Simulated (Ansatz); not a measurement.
## Band structure of As

```
As
1.0
     1.87975    1.08527    3.48577
    -1.87975    1.08527    3.48577
     0.00000   -2.17055    3.48577
As
2
Direct
  0.22754 0.22754 0.22754
  0.77246 0.77246 0.77246
```

Atoms are numbered in the order listed.

The cell is a measured one (Crystallography Open Database entry 9009651); the temperature and pressure of the measurement aren't taken into account, and nothing was relaxed.

All numbers below come from Ansatz 0.2.0, DFT, PBE, all-electron LAPW, scalar-relativistic.

Numerical set-up: a Γ-centred 13×13×13 k mesh, Fermi–Dirac smearing of 0.05 eV, basis error target 1 meV/atom, no spin polarisation.

Points in fractions of the reciprocal vectors of this cell: Γ (0, 0, 0), T (0.5, 0.5, 0.5), H2 (0.769, 0.231, 0.5), H0 (0.5, -0.231, 0.231), L (0.5, 0, 0), S0 (0.366, -0.366, 0), S2 (0.634, 0, 0.366), F (0.5, 0, 0.5). The path joins them by straight lines in the order Γ–T–H2–H0–L–Γ–S0–S2–F; legs that retrace an earlier one aren't tabulated. Energies are in eV from the Fermi level.

**Question.** Is there a gap?

**Answer.** None at this level of theory (metallic, semimetallic, or a small gap that the functional closes).

**Question.** List the levels between -20 and 5 eV at the symmetry points.

**Answer.** 
Γ: -15.18, -5.87, -2.63, -2.10 (×2), 1.69, 2.88 (×2)
T: -13.80, -10.22, -1.82 (×2), -0.64, 0.60 (×2), 1.69
H2: -11.82, -10.70, -6.01, -5.57, -1.42, 1.09
H0: -11.82, -10.70, -6.01, -5.57, -1.42, 1.09
L: -12.41, -11.24, -2.86, -2.83, -0.45, -0.39, 0.18, 1.16
S0: -11.68, -10.92, -6.29, -3.71, -3.63, 3.19, 3.21
S2: -11.68, -10.92, -6.29, -3.71, -3.63, 3.19, 3.21
F: -12.37, -9.77, -6.17, -4.38, -4.24, 1.43
